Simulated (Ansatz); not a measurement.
AgCl (CsCl type), relaxed with r2SCAN, was run in the PAW code Ansatz under altered settings. All numbers are computed, without spin polarisation but where a row says otherwise.

```xyz
2
Lattice="3.3956 0.0000 0.0000 0.0000 3.3956 0.0000 0.0000 0.0000 3.3956" Properties=species:S:1:pos:R:3 pbc="T T T"
Ag    0.0000    0.0000    0.0000
Cl    1.6978    1.6978    1.6978
```

The base run's other keys:
```yaml
kpoints:
  mp_grid: { grid: [4, 4, 4] }
hamiltonian:
  xc: hse06
scf:
  occupations: { method: fixed }
  n_extra_bands: 4
```

It takes 13 iterations with 751 plane waves at 420 eV and 10 k points, and leaves a mean stress of +1.49 GPa. The gap over this mesh is 2.020 eV. It ran on 4 threads of Arm Neoverse N1, on a shared host.

Outcomes, with energy and stress as changes against the base:
```csv
setting,outcome,ΔF (meV/atom),Δ mean stress (GPa),gap on the mesh (eV),iterations,wall time
"PBE hybrid, exx coeff 0.75, omega 0.5 1/Å",converged,–,0.0,3.244,18,8.9 s
"PBE hybrid, exx coeff 0.3, omega 0.5 1/Å",converged,–,+0.2,1.605,13,7.6 s
"PBE hybrid, exx coeff 0.4, omega 0.3 1/Å",converged,–,-0.1,2.571,15,8.2 s
"PBE hybrid, exx coeff 0.1, omega 0.5 1/Å",converged,–,+0.3,0.910,12,7.1 s
scf.occupations: cold 0.5 (narrowed to 0.27 eV by the program),converged,0.0,0.0,2.020,20,7.7 s
```
A dash marks a value that wasn't obtained or can't be compared. Stress is positive in compression. The base took 7.4 s.

- PBE hybrid, exx coeff 0.75, omega 0.5 1/Å. That is 75 % exact exchange, screened with ω = 0.5 1/Å, against HSE06's 25 % screened at 0.208 1/Å. The mean stress moves by 0.0 GPa and the gap on the mesh by +1.224 eV (to 3.244). Totals of different functionals aren't comparable.
- PBE hybrid, exx coeff 0.3, omega 0.5 1/Å. That is 30 % exact exchange, screened with ω = 0.5 1/Å, against HSE06's 25 % screened at 0.208 1/Å. The mean stress moves by +0.2 GPa and the gap on the mesh by -0.415 eV (to 1.605). Totals of different functionals aren't comparable.
- PBE hybrid, exx coeff 0.4, omega 0.3 1/Å. That is 40 % exact exchange, screened with ω = 0.3 1/Å, against HSE06's 25 % screened at 0.208 1/Å. The mean stress moves by -0.1 GPa and the gap on the mesh by +0.551 eV (to 2.571). Totals of different functionals aren't comparable.
- PBE hybrid, exx coeff 0.1, omega 0.5 1/Å. That is 10 % exact exchange, screened with ω = 0.5 1/Å, against HSE06's 25 % screened at 0.208 1/Å. The mean stress moves by +0.3 GPa and the gap on the mesh by -1.110 eV (to 0.910). Totals of different functionals aren't comparable.

Within 1 meV an atom, 0.1 GPa and 0.005 eV of the base stay: scf.occupations: cold 0.5.

Spin-orbit coupling is left out.

The program warns that its thresholds are loose for a hybrid's stress.

The meshes of the hybrids are coarse, so their gaps aren't converged to the digits shown.
